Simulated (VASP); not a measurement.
Set up this calculation in VASP 6.6.1, as the native input.

- Task: relaxation of cell and atoms
- Functional: PBE
- Potentials or basis: VASP PAW PBE potentials, release 64 (C)
- Cutoff: 600 eV
- k mesh: 8 × 8 × 8
- Occupations: gaussian, width 0.1 eV
- Spin: no spin polarisation
- Dipole correction: no
- Further INCAR settings: ALGO = Normal; EDIFF = 1e-07; IBRION = 2; EDIFFG = -0.04; NSW = 90; ISIF = 3

The structure of C lies in POSCAR:

```
C
1.0
   -1.4422620478      1.4422620478      1.4422620478
    1.4422620478     -1.4422620478      1.4422620478
    1.4422620478      1.4422620478     -1.4422620478
C
1
Direct
    0.0000000000      0.0000000000      0.0000000000
```

The cell was built by a generator and needn't be a form met in nature.

One way to write it, as run:

INCAR

```
SYSTEM = C
  ALGO = Normal
  EDIFF = 1E-7
  EDIFFG = -0.04
  ENCUT = 600
  GGA = PE
  IBRION = 2
  ISIF = 3
  ISMEAR = 0
  LASPH = .TRUE.
  LCHARG = .FALSE.
  LREAL = .FALSE.
  LWAVE = .FALSE.
  NELM = 100
  NSW = 90
  PREC = Accurate
  SIGMA = 0.1
```

KPOINTS

```
k-points
0
G
  8 8 8
  0 0 0
```

Potentials or basis: VASP PAW PBE potentials, release 64 (C).

Command:

```sh
$ cat potpaw_PBE.64/C/POTCAR > POTCAR
$ mpirun -np 1 vasp_std > vasp.out
```

Results of the run:

* Relaxed volume: 6.52 Å³/atom
* Relaxed cell: a = 2.038 Å, b = 2.038 Å, c = 2.038 Å, α = 109.47°, β = 109.47°, γ = 109.47°
* Space group after relaxing (to 0.05 Å): Im-3m (No. 229)
* Energy gained by relaxing: 820.0 meV/atom
* Ionic steps: 13
* Pressure after relaxing: -0.8 GPa
* Band gap on the k mesh: none (metal or under the smearing width)

Caveat: the k mesh is coarse (spacing up to 0.39 Å⁻¹), so the values aren't converged; the volume moved by over 15 % at a fixed basis, so the end points are rough.

It took 14 s on 1 thread of Intel(R) Xeon(R) Platinum 8488C (Sapphire Rapids) (shared host), peak memory 0.11 GiB.
